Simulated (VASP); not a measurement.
H:

```xyz
1
Lattice="2.6496 0.0000 0.0000 0.0000 2.6496 0.0000 0.0000 0.0000 0.9805" Properties=species:S:1:pos:R:3 pbc="T T T"
H     0.0000    0.0000    0.4902
```

- Program: VASP 6.6.1
- Task: relaxation of cell and atoms
- Functional: PBE
- Potentials or basis: VASP PAW PBE potentials, release 64 (H_s)
- Cutoff: 900 eV
- k mesh: 10 × 10 × 26
- Occupations: fermi-dirac, width 0.05 eV
- Spin: no spin polarisation

At the start: pressure 1.8 GPa; volume 6.88 Å³/atom.

Question: Where does the relaxation end?

Answer: Over 10 steps the energy falls by 19.2 meV/atom and the volume is 11.41 Å³/atom (+65.8 %); space group P4/mmm (No. 123, to 0.05 Å).

Step by step:
```tsv
step	energy change (eV)	largest force (eV/Å)	pressure (GPa)	volume (Å³)
1	0.0000	0.0000	1.77	6.88
2	-0.0012	0.0000	1.68	6.96
3	-0.0044	0.0000	1.42	7.19
4	-0.0094	0.0000	1.01	7.66
5	-0.0154	0.0000	0.46	8.66
6	-0.0191	0.0000	-0.06	10.83
7	-0.0192	0.0000	-0.10	11.12
8	-0.0192	0.0000	-0.13	11.43
9	-0.0179	0.0000	0.90	11.30
10	-0.0192	0.0000	0.00	11.41
```

Final structure:
```
H
1.0
     3.40310    0.00000    0.00000
     0.00000    3.40310    0.00000
     0.00000    0.00000    0.98525
H
1
Direct
  0.00000 0.00000 0.50000
```

Caveat: the volume moved by over 15 % at a fixed basis, so the end points are rough.
